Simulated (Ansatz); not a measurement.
Ni:

```
Ni
1.0
    -1.38372    1.38372    1.38372
     1.38372   -1.38372    1.38372
     1.38372    1.38372   -1.38372
Ni
1
Direct
  0.00000 0.00000 0.00000
```

This isn't the form of Ni at room conditions, which is fcc.

```yaml
Program: Ansatz 0.2.0
Task: relaxation of cell and atoms
Functional: BLYP
Dispersion: D4
Potentials_or_basis: Ansatz PAW
Cutoff: "420 eV (not typed: the program's choice for these potentials)"
k_mesh: 13 × 13 × 13
Occupations: fermi-dirac, width 0.05 eV
Spin: collinear spin, ferromagnetic start
Starting_moments: "[1.0] μB"
```

At the start: volume 10.60 Å³/atom.

Task: How do energy, volume and symmetry change on relaxing?

Result: It ends after 5 steps and the volume is 10.82 Å³/atom (+2.1 %); space group Im-3m (No. 229, to 0.05 Å); moment 0.56 μB per cell.

The path:
```
step  energy change (eV)  largest force (eV/Å)  volume (Å³)
   1              0.0000                0.0000        10.60
   2             -0.0020                0.0000        10.70
   3             -0.0027                0.0000        10.81
   4             -0.0027                0.0000        10.82
   5             -0.0028                0.0000        10.82
```

Final structure:
```
Ni
1.0
    -1.39325    1.39325    1.39325
     1.39325   -1.39325    1.39325
     1.39325    1.39325   -1.39325
Ni
1
Direct
  0.00000 0.00000 0.00000
```

Caveat: the plane-wave basis is chosen anew once the cell has moved, so the energies of steps on either side of that aren't comparable; pairwise dispersion overbinds metals, which lowers pressure and volume; the PAW data sets come from PBE, with cores solved anew for the run's functional, which leaves a small shift of forces and pressure.
